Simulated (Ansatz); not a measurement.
The system is FeO.

```
Fe O
1.0
     1.51768    0.87623    2.51579
    -1.51768    0.87623    2.51579
     0.00000   -1.75247    2.51579
Fe O
1 1
Direct
  0.00000 0.00000 0.00000
  0.50000 0.50000 0.50000
```

Program: Ansatz 0.2.0. Alike in all runs: potentials or basis Ansatz PAW; cell as given.

Q: Order these runs on this cell by their band gap on the k mesh, lowest first.
A. level LDA+U; spin collinear, ferromagnetic start; U Fe d U = 8 eV; k mesh 11 × 11 × 11; cutoff (eV) 420; smearing fermi-dirac 0.05 eV; hubbard projectors ortho-atomic (the default); double counting fll (the default)
B. level r2SCAN+U; spin collinear, ferromagnetic start; U Fe d U = 2 eV; k mesh 8 × 8 × 8; cutoff (eV) 500; smearing gaussian 0.05 eV; hubbard projectors ortho-atomic (the default); double counting fll (the default)
C. level PBE+U; spin collinear, random start; U Fe d U = 5 eV; k mesh 8 × 8 × 8; cutoff (eV) 420; smearing gaussian 0.05 eV; hubbard projectors ortho-atomic (the default); double counting fll (the default)
D. level LDA; spin collinear, ferromagnetic start; k mesh 11 × 11 × 11; cutoff (eV) 420; smearing fermi-dirac 0.05 eV
E. level LDA+U; spin collinear, ferromagnetic start; U Fe d U = 6 eV; k mesh 11 × 11 × 11; cutoff (eV) 420; smearing fermi-dirac 0.05 eV; hubbard projectors ortho-atomic (the default); double counting fll (the default)

A: D (metal), B (0.66 eV), C (1.08 eV), E (1.23 eV), A (1.40 eV).

Caveats: a cell with one magnetic atom can't hold antiferromagnetic order, which such compounds often take; the magnetic or orbital state may not be the lowest (some runs); the density of states is complete only up to the lowest level of the last band computed (some runs); odd divisions of the mesh miss points on the zone boundary, where band edges often lie, so the gap on the mesh can be too wide (some runs); semilocal functionals often make such compounds metallic where correlation or magnetic order opens a gap, which also shifts bond lengths (some runs).

A k mesh can miss the band edges.

Not every run made on this cell is shown here.
